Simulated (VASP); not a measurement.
An input for Ansatz (written as the equivalent of a VASP run, and not itself run):

Ansatz 0.2 input:
```yaml
crystal:
  lattice:
    - [1.7707735, -3.0670698, 0.0000000]
    - [1.7707735, 3.0670698, 0.0000000]
    - [0.0000000, 0.0000000, 5.7127164]
  atoms:
    - { symbol: In, position: [0.6666670, 0.3333330, 0.4998678] }
    - { symbol: In, position: [0.3333330, 0.6666670, 0.9998678] }
    - { symbol: N, position: [0.6666670, 0.3333330, 0.8791322] }
    - { symbol: N, position: [0.3333330, 0.6666670, 0.3791322] }
kpoints:
  mp_grid: { grid: [9, 9, 5] }
hamiltonian:
  xc: r2scan
  pseudopotentials: { kind: paw }
scf:
  occupations: { method: methfessel_paxton, width: 0.1 }
  max_iter: 100
relax:
  max_steps: 60
  f_tol: 0.02
  cell: {}
output: { forces: true, stress: true, eigenvalues: true }
```

Task: Translate this input to VASP (INCAR, KPOINTS, POSCAR, choice of POTCAR).

Result: Several could match; the one computed here: 
File POSCAR:
```
InN
1
    1.7707735057    -3.0670697513     0.0000000000
    1.7707735057     3.0670697513    -0.0000000000
    0.0000000000    -0.0000000000     5.7127163817
In N
2 2
Direct
  0.6666670000   0.3333330000   0.4998678299
  0.3333330000   0.6666670000   0.9998678299
  0.6666670000   0.3333330000   0.8791321701
  0.3333330000   0.6666670000   0.3791321701
```

INCAR:
```
ALGO = Normal
EDIFF = 1E-6
EDIFFG = -0.02
ENCUT = 520
IBRION = 2
ISIF = 3
ISMEAR = 1
LASPH = T
LCHARG = F
LMAXMIX = 4
LMIXTAU = T
LREAL = F
LWAVE = F
METAGGA = R2SCAN
NELM = 100
NSW = 60
PREC = Accurate
SIGMA = 0.1
SYSTEM = InN
```

### KPOINTS
```
kpoints
0
Gamma
9 9 5
```

POTCAR, in this order: In_d N (PBE.64 set). Program: vasp_std.

What does not carry over: each code has its own PAW files, so the cut-off isn't converted (ENCUT is set for VASP's; basis.ecutwfc is left out, and Ansatz then takes the one that its files recommend); Ansatz stops its SCF on the density residual and VASP on the energy change (EDIFF).

The compound is InN in the wurtzite structure. This run relaxes it. Symmetry was kept, so distortions that lower it aren't found. The start is the result of an earlier pass.
